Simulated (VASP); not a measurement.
# Mo: single point with PBE+D3(BJ)

The system is Mo, a slab with vacuum.

```
Mo
1.0
     9.45000    0.00000    0.00000
     0.00000    9.45000    0.00000
     0.00000    0.00000   22.80000
Mo
45
Direct
  0.00000 0.00000 0.10960
  0.33330 0.00000 0.10960
  0.66670 0.00000 0.10960
  0.00000 0.33330 0.10960
  0.33330 0.33330 0.10960
  0.66670 0.33330 0.10960
  0.00000 0.66670 0.10960
  0.33330 0.66670 0.10960
  0.66670 0.66670 0.10960
  0.16670 0.16670 0.17870
  0.50000 0.16670 0.17870
  0.83330 0.16670 0.17870
  0.16670 0.50000 0.17870
  0.50000 0.50000 0.17870
  0.83330 0.50000 0.17870
  0.16670 0.83330 0.17870
  0.50000 0.83330 0.17870
  0.83330 0.83330 0.17870
  0.99980 0.99970 0.24620
  0.33310 0.99970 0.24720
  0.66700 0.99960 0.24450
  0.99960 0.33310 0.24710
  0.33320 0.33350 0.24350
  0.66710 0.33360 0.24710
  0.99950 0.66710 0.24450
  0.33350 0.66710 0.24720
  0.66700 0.66690 0.24620
  0.16990 0.16990 0.31680
  0.49890 0.16790 0.31760
  0.83100 0.16120 0.31540
  0.16760 0.49910 0.31780
  0.49690 0.49680 0.31690
  0.83580 0.50510 0.31550
  0.16170 0.83080 0.31550
  0.50540 0.83570 0.31540
  0.83360 0.83310 0.31920
  0.01880 0.01800 0.37920
  0.32310 0.97090 0.38030
  0.65740 0.00880 0.37750
  0.97140 0.32130 0.38020
  0.33240 0.33430 0.37790
  0.69580 0.34330 0.38020
  0.00570 0.66130 0.37730
  0.34510 0.69530 0.38030
  0.64880 0.64800 0.37920
```

The cell was built by a generator and needn't be a form met in nature.

```json
{"Program": "VASP 6.6.1", "Task": "single point", "Functional": "PBE", "Dispersion": "D3(BJ)", "Potentials or basis": "VASP PAW PBE potentials, release 64 (Mo_sv)", "Cutoff": "400 eV", "k mesh": "4 × 4 × 1", "Occupations": "methfessel-paxton, width 0.1 eV", "Spin": "no spin polarisation"}
```

The largest force is 1.325 eV/Å. The band gap on the k mesh is none (metal or under the smearing width). The dispersion energy per atom is -0.504 eV.

Forces in eV/Å, atoms in the order of the input:
```
Mo  -0.053 -0.049  1.243
Mo   0.032  0.127  1.277
Mo   0.004 -0.006  1.197
Mo   0.126  0.015  1.270
Mo  -0.018  0.016  1.074
Mo  -0.127 -0.034  1.273
Mo  -0.031  0.032  1.200
Mo  -0.020 -0.123  1.276
Mo   0.048  0.055  1.244
Mo   0.006  0.005 -1.231
Mo   0.011 -0.015 -1.204
Mo   0.000 -0.056 -1.324
Mo  -0.001  0.001 -1.187
Mo  -0.009 -0.006 -1.225
Mo   0.023  0.053 -1.322
Mo  -0.053 -0.013 -1.315
Mo   0.047  0.007 -1.321
Mo   0.015 -0.006 -1.175
Mo   0.003 -0.004  0.006
Mo   0.002 -0.007 -0.011
Mo   0.005  0.000 -0.014
Mo   0.004  0.004  0.017
Mo  -0.003  0.010 -0.028
Mo  -0.006  0.000  0.019
Mo   0.006  0.004 -0.025
Mo   0.008 -0.012 -0.009
Mo  -0.005 -0.004  0.006
Mo   0.004 -0.005 -0.010
Mo  -0.021  0.010 -0.018
Mo  -0.020 -0.035 -0.034
Mo   0.003 -0.008 -0.018
Mo  -0.007 -0.002 -0.034
Mo   0.014  0.014 -0.021
Mo  -0.032  0.000 -0.029
Mo   0.028  0.012 -0.017
Mo  -0.008  0.007  0.005
Mo   0.002 -0.004  0.050
Mo  -0.008  0.031  0.048
Mo   0.034 -0.013  0.036
Mo   0.031  0.006  0.060
Mo   0.001 -0.003  0.076
Mo  -0.032  0.015  0.059
Mo  -0.019  0.002  0.035
Mo   0.011 -0.020  0.051
Mo   0.006 -0.002  0.052
```

Levels at points of the mesh, in eV from the Fermi level:
```tsv
k point	band 313	band 314	band 315	band 316	band 317	band 318
(0.00, 0.00, 0.00)	-0.07	-0.06	-0.02	0.05	0.10	0.13
(0.50, 0.00, 0.00)	-0.10	-0.10	-0.06	-0.03	-0.02	0.13
(0.00, 0.50, 0.00)	-0.10	-0.10	-0.06	-0.03	-0.02	0.13
(0.50, 0.50, 0.00)	0.06	0.06	0.08	0.10	0.14	0.14
```

Wall time 37 min on 8 MPI ranks on Intel(R) Xeon(R) 6975P-C (Granite Rapids), on a shared host, peak memory 0.65 GiB a rank.
